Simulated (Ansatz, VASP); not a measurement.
# WC: programs and potentials compared

The starting cell:

```
W C
1.0
     2.90650    0.00000    0.00000
    -1.45325    2.51710    0.00000
     0.00000    0.00000    2.83660
W C
1 1
Cartesian
  0.0000 0.0000 0.0000
  1.4533 0.8390 1.4183
```

Alike in all runs: task relaxation of cell and atoms; functional BLYP; k mesh 10 × 10 × 9; occupations fermi-dirac, width 0.05 eV; no spin polarisation; no spin-orbit coupling.

```csv
program and potentials,plane-wave cutoff (eV),notes,equilibrium volume (Å³/atom)
"Ansatz, Ansatz PAW",420,"potentials made for PBE, which Ansatz adapts in part",10.89
"Ansatz, all-electron LAPW, scalar-relativistic",-,-,10.89
"VASP, PBE PAW files C, W_sv, 600 eV",600,potentials made for PBE,10.96
```

The equilibrium volume spans 10.89 (Ansatz, Ansatz PAW) to 10.96 Å³/atom (VASP, PBE PAW files C, W_sv, 600 eV), with all-electron results at 10.89. Some sets were made for another functional than the one run, which can shift their rows. Relaxations stop with a little pressure left, so the last digit of a volume isn't settled.

Differences between rows come from potentials, basis sets and numerical settings, since the functional is the same but for its coding. Runs on potential files found faulty are left out.

The three calculations agree closely on the volume of WC, with the adapted PAW potentials matching the all-electron value of 10.89 Å³/atom and the VASP set giving a slightly larger 10.96 Å³/atom. This spread is much smaller than the expansion common to all rows: each relaxed volume clearly exceeds that of the starting cell, whose lattice parameters are close to the measured ones. Because the all-electron calculation expands as well, the overestimate probably comes mainly from BLYP rather than from the potentials.

WC is held together by strong covalent W 5d–C 2p bonds alongside metallic W–W interactions. BLYP tends to underbind such dense solids, as its gradient-corrected exchange favours inhomogeneous densities and its correlation part doesn't recover the uniform electron gas, a limit that matters for delocalised metallic electrons. The agreement therefore supports the consistency of the implementations, not the accuracy of BLYP for this carbide. Nor does a matching volume establish a matching axial ratio, since in a hexagonal cell errors in the two lattice parameters can offset each other.
